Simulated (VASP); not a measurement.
# Si (P6_3/mmc) in VASP: settings compared

Aim: see how the results for Si move with the level of theory and the settings. Levels: AM05, PBE. Tasks: relaxation of cell and atoms.

Program: VASP 6.6.1. These are calculated values, not measurements. Logs are shortened: lines on timing, memory, paths and dates and some standing lists are left out, and cuts for length are marked.

### 1 The crystal as given

The structure is hexagonal, space group P6_3/mmc (No. 194). Conventional cell: a = 2.666 Å, b = 2.666 Å, c = 4.506 Å, α = 90.00°, β = 90.00°, γ = 120.00°. Si (site symmetry -6m2) has 12 Si at 2.67 to 2.73 Å as nearest neighbours.

This isn't the form of Si at room conditions, which is diamond.

### 2 Relaxation of cell and atoms, AM05

INCAR reads:

```
PREC = Accurate
ENCUT = 600
EDIFF = 1E-6
ISMEAR = 0
SIGMA = 0.03
LREAL = F
LASPH = T
NELM = 80
ALGO = Normal
ISIF = 3
LWAVE = F
LCHARG = F
GGA = AM
IBRION = 2
NSW = 90
EDIFFG = -0.01
```

KPOINTS reads:

```
regular mesh
0
Gamma
  12 12 6
```

POSCAR reads:

```
Si
1.0
    2.6655775094      0.0000000000      0.0000000000
   -1.3327887547      2.3084578389      0.0000000000
    0.0000000000      0.0000000000      4.5062692700
Si
2
Direct
    0.3333333300      0.6666666700      0.2500000000
    0.6666666700      0.3333333300      0.7500000000
```

Potentials or basis: VASP PAW PBE potentials, release 64 (Si).

Started as:

```bash
$ cat potpaw_PBE.64/Si/POTCAR > POTCAR
$ mpirun -np 1 vasp_std > vasp.out
```

OUTCAR:

```text
PREC = Accurate
   ENCUT = 600
   EDIFF = 1E-6
   ISMEAR = 0
   LREAL = F
   LASPH = T
   NELM = 80
   ISIF = 3
   GGA = AM
   IBRION = 2
   NSW = 90
   EDIFFG = -0.01

 ion  position               nearest neighbor table
   1  0.333  0.667  0.250-   2 2.73   2 2.73   2 2.73   2 2.73   2 2.73   2 2.73
   2  0.667  0.333  0.750-   1 2.73   1 2.73   1 2.73   1 2.73   1 2.73   1 2.73

  LATTYP: Found a hexagonal cell.
 ALAT       =     2.6655775094
 C/A-ratio  =     1.6905414508

  Lattice vectors:

 A1 = (   2.6655775094,   0.0000000000,   0.0000000000)
 A2 = (  -1.3327887547,   2.3084578389,   0.0000000000)
 A3 = (   0.0000000000,   0.0000000000,   4.5062692700)

Analysis of symmetry for initial positions (statically):
=====================================================================
 Subroutine PRICEL returns:
 Original cell was already a primitive cell.

 Routine SETGRP: Setting up the symmetry group for a
 hexagonal supercell.

 Subroutine GETGRP returns: Found 24 space group operations
 (whereof 12 operations were pure point group operations)
 out of a pool of 24 trial point group operations.

The static configuration has the point symmetry D_3d.
 The point group associated with its full space group is D_6h.

Analysis of symmetry for dynamics (positions and initial velocities):
=====================================================================
 Subroutine PRICEL returns:
 Original cell was already a primitive cell.

 Routine SETGRP: Setting up the symmetry group for a
 hexagonal supercell.

 Subroutine GETGRP returns: Found 24 space group operations
 (whereof 12 operations were pure point group operations)
 out of a pool of 24 trial point group operations.

The dynamic configuration has the point symmetry D_3d.
 The point group associated with its full space group is D_6h.

 Subroutine INISYM returns: Found 24 space group operations
 (whereof 12 operations are pure point group operations),
 and found     1 'primitive' translations

----------------------------------------------------------------------------------------

                                     Primitive cell

  volume of cell :      27.7288

  direct lattice vectors                    reciprocal lattice vectors
     2.665577509  0.000000000  0.000000000     0.375153225  0.216594816  0.000000000
    -1.332788755  2.308457839  0.000000000     0.000000000  0.433189631  0.000000000
     0.000000000  0.000000000  4.506269270     0.000000000  0.000000000  0.221913059
[... 102 lines left out ...]
   IMIX   =      4    mixing-type and parameters
     AMIX     =   0.40;   BMIX     =  1.00
     AMIX_MAG =   1.60;   BMIX_MAG =  1.00
  volume/ion in A,a.u.               =      13.86        93.56
  Fermi-wavevector in a.u.,A,eV,Ry     =   1.081753  2.044216 15.921389  1.170189
  Thomas-Fermi vector in A             =   2.217777
   LORBIT       =      0    0 simple, 1 ext, 2 COOP (PROOUT), +10 PAW based schemes
   GGA     = AM    functional components
   LHFCALC =     F    Hartree Fock is set to
   AEXX    =    0.0000 exact exchange contribution
   IVDW    =     0    specifies the selected vdW correction
   LEPSILON=     F    determine dielectric tensor
   LRPA    =     F    only Hartree local field effects (RPA)
 conjugate gradient relaxation of ions
 non-spin polarized calculation
 Gauss-broadening in eV      SIGMA  =   0.03
  energy-cutoff  :      600.00
  volume of cell :       27.73
 maximum number of plane-waves:       942
 NGX is ok and might be reduce to    24
   NGX = 11   NGY = 11   NGZ = 19

--------------------------------------- Ionic step        1  -------------------------------------------

 number of electron       8.0000001 magnetization

 Free energy of the ion-electron system (eV)
  ---------------------------------------------------
  ext. energy  EPLUGINS =         0.00000000
  ---------------------------------------------------
  free energy    TOTEN  =       -10.59731260 eV

  energy without entropy =      -10.59723318  energy(sigma->0) =      -10.59727289

------------------------ aborting loop because EDIFF is reached ----------------------------------------

  FORCE on cell =-STRESS in cart. coord.  units (eV):
  Direction    XX          YY          ZZ          XY          YZ          ZX
  --------------------------------------------------------------------------------------
  -------------------------------------------------------------------------------------
  Total       -0.1143894     -0.1143894     -0.5236304      0.0000000      0.0000000      0.0000000
  in kB       -6.6094576     -6.6094576    -30.2555497      0.0000000      0.0000000      0.0000000
  external PRESSURE =     -14.4914883 kB  Pullay stress =       0.0000000 kB
[... 167 lines left out ...]
--------------------------------------- Ionic step        6  -------------------------------------------

 number of electron       8.0000000 magnetization

 Free energy of the ion-electron system (eV)
  ---------------------------------------------------
  ext. energy  EPLUGINS =         0.00000000
  ---------------------------------------------------
  free energy    TOTEN  =       -10.59975964 eV

  energy without entropy =      -10.59972039  energy(sigma->0) =      -10.59974002

 E-fermi :  10.8928     XC(G=0): -11.4916

 val. band max:       10.8927787144   @ k =   0.3333   0.3333   0.0000
 cond. band min:      10.9959315724   @ k =   0.2500   0.0000   0.1667
 fundamental gap:      0.1031528580
 Fermi energy:        10.8927869958

 k-point     1 :       0.0000    0.0000    0.0000
  band No.  band energies     occupation
      1      -4.0991      2.00000
      2       2.7199      2.00000
      3       3.3898      2.00000
      4      19.9847      0.00000
      5      19.9847      0.00000
      6      21.2153      0.00000
      7      21.2153      0.00000
      8      22.1015      0.00000
[... 243 lines left out ...]
 k-point    24 :       0.3333    0.0000    0.1667
  band No.  band energies     occupation
      1      -0.8777      2.00000
      2       3.8227      2.00000
      3       7.8999      2.00000
      4       8.5124      2.00000
      5      12.5416      0.00000
      6      15.4627      0.00000
      7      16.8258      0.00000
      8      17.5920      0.00000

 [... further k-points ...]

------------------------ aborting loop because EDIFF is reached ----------------------------------------

  FORCE on cell =-STRESS in cart. coord.  units (eV):
  Direction    XX          YY          ZZ          XY          YZ          ZX
  --------------------------------------------------------------------------------------
  -------------------------------------------------------------------------------------
  Total       -0.0012296     -0.0012296     -0.0111666      0.0000000     -0.0000000      0.0000000
  in kB       -0.0719724     -0.0719724     -0.6536077      0.0000000     -0.0000000      0.0000000
  external PRESSURE =      -0.2658508 kB  Pullay stress =       0.0000000 kB
[... 17 lines left out ...]
  FREE ENERGIE OF THE ION-ELECTRON SYSTEM (eV)
  ---------------------------------------------------
  free  energy   TOTEN  =       -10.5997596432 eV

  energy  without entropy=      -10.5997203914  energy(sigma->0) =      -10.59974002

 reached required accuracy - stopping structural energy minimisation
```

CONTCAR:

```text
Si
   1.00000000000000
     2.6588145532687095    0.0000000000000000    0.0000000000000000
    -1.3294072766343548    2.3026009470855993   -0.0000000000000000
    -0.0000000000000000    0.0000000000000000    4.4710368035988388
  Si
     2
Direct
     0.3333333300000021    0.6666666699999979    0.2500000000000000
     0.6666666699999979    0.3333333300000021    0.7500000000000000

  0.00000000E+00  0.00000000E+00  0.00000000E+00
  0.00000000E+00  0.00000000E+00  0.00000000E+00
```

Run time: 18 s. Hardware: 1 thread of Intel Xeon 6975P-C (Granite Rapids), shared host; peak memory 0.15 GiB.

What came out:

```yaml
Free_energy: -10.5998 eV
Relaxed_volume: 13.69 Å³/atom
Relaxed_cell: a = 2.659 Å, b = 2.659 Å, c = 4.471 Å, α = 90.00°, β = 90.00°, γ = 120.00°
Space_group_after_relaxing_to_0.05_Å: P6_3/mmc (No. 194)
Energy_gained_by_relaxing: 1.2 meV/atom
Ionic_steps: 6
Pressure_after_relaxing: 0.0 GPa
Band_gap_on_the_k_mesh: none (metal or under the smearing width)
```

The path:
| step | energy change (eV) | largest force (eV/Å) | pressure (GPa) | volume (Å³) |
| --- | --- | --- | --- | --- |
| 1 | 0.0000 | 0.0000 | -1.45 | 27.73 |
| 2 | -0.0016 | 0.0000 | 0.59 | 27.23 |
| 3 | -0.0024 | 0.0000 | -0.15 | 27.40 |
| 4 | -0.0024 | 0.0000 | -0.17 | 27.41 |
| 5 | -0.0024 | 0.0000 | 0.06 | 27.35 |
| 6 | -0.0024 | 0.0000 | -0.03 | 27.37 |

Final structure:
```xyz
2
Lattice="2.6588 0.0000 0.0000 -1.3294 2.3026 0.0000 0.0000 0.0000 4.4710" Properties=species:S:1:pos:R:3 pbc="T T T"
Si    0.0000    1.5351    1.1178
Si    1.3294    0.7675    3.3533
```

Levels at points of the mesh, in eV from the Fermi level:
| k point | band 2 | band 3 | band 4 | band 5 | band 6 | band 7 |
| --- | --- | --- | --- | --- | --- | --- |
| (0.00, 0.00, 0.00) | -8.17 | -7.50 | 9.09 | 9.09 | 10.32 | 10.32 |
| (0.50, 0.00, 0.00) | -7.99 | -1.83 | -1.73 | -1.32 | -0.22 | 3.74 |
| (0.00, 0.00, 0.50) | -13.18 | 0.74 | 0.74 | 10.51 | 10.51 | 10.51 |
| (0.50, 0.00, 0.50) | -6.79 | -6.18 | -6.18 | 5.30 | 5.30 | 6.05 |

Caveat: the PAW data sets were made with another functional, which shifts forces and pressure a little.

### 3 Relaxation of cell and atoms, AM05

This run uses another cell than the first one, of 13.69 Å³/atom, 0.987 times its volume.

Edit INCAR of step 2 so:

```diff
@@ -2,3 +2,3 @@
 ENCUT = 600
-EDIFF = 1E-6
+EDIFF = 1E-7
 ISMEAR = 0
@@ -15,2 +15,2 @@
 NSW = 90
-EDIFFG = -0.01
+EDIFFG = -0.005
```

KPOINTS is that of step 2.

POSCAR reads:

```
Si                                      
1.0
    2.6588145533      0.0000000000      0.0000000000
   -1.3294072766      2.3026009471     -0.0000000000
   -0.0000000000      0.0000000000      4.4710368036
  Si            
     2
Direct
     0.3333333300000021    0.6666666699999979    0.2500000000000000
     0.6666666699999979    0.3333333300000021    0.7500000000000000
```

Potentials or basis: VASP PAW PBE potentials, release 64 (Si).

Started as:

```bash
$ cat potpaw_PBE.64/Si/POTCAR > POTCAR
$ mpirun -np 1 vasp_std > vasp.out
```

Run time: 9.1 s. Hardware: 1 thread of Intel Xeon 6975P-C (Granite Rapids), shared host; peak memory 0.15 GiB.

Results (log left out):

```
Free energy                            : -10.5997 eV
Relaxed volume                         : 13.68 Å³/atom
Relaxed cell                           : a = 2.659 Å, b = 2.659 Å, c = 4.470 Å, α = 90.00°, β = 90.00°, γ = 120.00°
Space group after relaxing (to 0.05 Å) : P6_3/mmc (No. 194)
Energy gained by relaxing              : 0.0 meV/atom
Ionic steps                            : 2
Pressure after relaxing                : 0.0 GPa
Band gap on the k mesh                 : none (metal or under the smearing width)
```

Final structure:
```
Si
1.0
     2.65873    0.00000    0.00000
    -1.32936    2.30253    0.00000
     0.00000    0.00000    4.46978
Si
2
Cartesian
  0.0000 1.5350 1.1174
  1.3294 0.7675 3.3523
```

Levels at points of the mesh, in eV from the Fermi level:
| k point | band 1 | band 2 | band 3 | band 4 | band 5 | band 6 | band 7 | band 8 |
| --- | --- | --- | --- | --- | --- | --- | --- | --- |
| (0.00, 0.00, 0.00) | -15.00 | -8.17 | -7.51 | 9.09 | 9.09 | 10.32 | 10.32 | 11.21 |
| (0.50, 0.00, 0.00) | -8.51 | -7.99 | -1.83 | -1.73 | -1.32 | -0.22 | 3.73 | 5.89 |
| (0.00, 0.00, 0.50) | -13.19 | -13.19 | 0.74 | 0.74 | 10.51 | 10.51 | 10.51 | 10.51 |
| (0.50, 0.00, 0.50) | -6.79 | -6.79 | -6.19 | -6.19 | 5.30 | 5.30 | 6.05 | 6.05 |

Caveat: the PAW data sets were made with another functional, which shifts forces and pressure a little.

### 4 Relaxation of cell and atoms, PBE

INCAR reads:

```
ALGO = Normal
EDIFF = 1E-6
EDIFFG = -0.01
ENCUT = 600
GGA = PE
IBRION = 2
ISIF = 3
ISMEAR = 0
LASPH = T
LCHARG = F
LREAL = F
LWAVE = F
NELM = 80
NSW = 90
PREC = Accurate
SIGMA = 0.03
```

KPOINTS reads:

```
k-points
0
Gamma
  12 12 6
```

POSCAR reads:

```
Si
1.0
    2.6655775094      0.0000000000      0.0000000000
   -1.3327887547      2.3084578389      0.0000000000
    0.0000000000      0.0000000000      4.5062692700
Si
2
Direct
    0.3333333300      0.6666666700      0.2500000000
    0.6666666700      0.3333333300      0.7500000000
```

Started as:

```bash
$ cat potpaw_PBE.64/Si/POTCAR > POTCAR
$ mpirun -np 1 vasp_std > vasp.out
```

It took 18 s on 1 thread of Intel Xeon 6975P-C (Granite Rapids), shared host; peak memory 0.15 GiB.

It converged, with:

- Free energy: -9.8401 eV
- Relaxed volume: 14.28 Å³/atom
- Relaxed cell: a = 2.697 Å, b = 2.697 Å, c = 4.535 Å, α = 90.00°, β = 90.00°, γ = 120.00°
- Space group after relaxing (to 0.05 Å): P6_3/mmc (No. 194)
- Energy gained by relaxing: 4.2 meV/atom
- Ionic steps: 6
- Pressure after relaxing: 0.0 GPa
- Band gap on the k mesh: none (metal or under the smearing width)

The path:
```csv
step,energy change (eV),largest force (eV/Å),pressure (GPa),volume (Å³)
1,0.0000,0.0000,2.99,27.73
2,-0.0077,0.0000,-0.62,28.78
3,-0.0083,0.0000,0.06,28.55
4,-0.0083,0.0000,0.11,28.54
5,-0.0083,0.0000,-0.01,28.58
6,-0.0084,0.0000,0.04,28.56
```

Final structure:
```
CELL_PARAMETERS angstrom
2.69681 0.00000 0.00000
-1.34840 2.33550 0.00000
0.00000 0.00000 4.53496
ATOMIC_POSITIONS crystal
Si 0.33333 0.66667 0.25000
Si 0.66667 0.33333 0.75000
```

Levels at points of the mesh, in eV from the Fermi level:
| k point | band 1 | band 2 | band 3 | band 4 | band 5 | band 6 | band 7 | band 8 |
| --- | --- | --- | --- | --- | --- | --- | --- | --- |
| (0.00, 0.00, 0.00) | -14.60 | -8.09 | -7.19 | 8.69 | 8.69 | 10.04 | 10.04 | 10.67 |
| (0.50, 0.00, 0.00) | -8.35 | -7.72 | -1.86 | -1.63 | -1.50 | -0.04 | 3.57 | 5.76 |
| (0.00, 0.00, 0.50) | -12.85 | -12.85 | 0.71 | 0.71 | 10.03 | 10.03 | 10.03 | 10.03 |
| (0.50, 0.00, 0.50) | -6.63 | -6.63 | -6.03 | -6.03 | 5.09 | 5.09 | 5.73 | 5.73 |
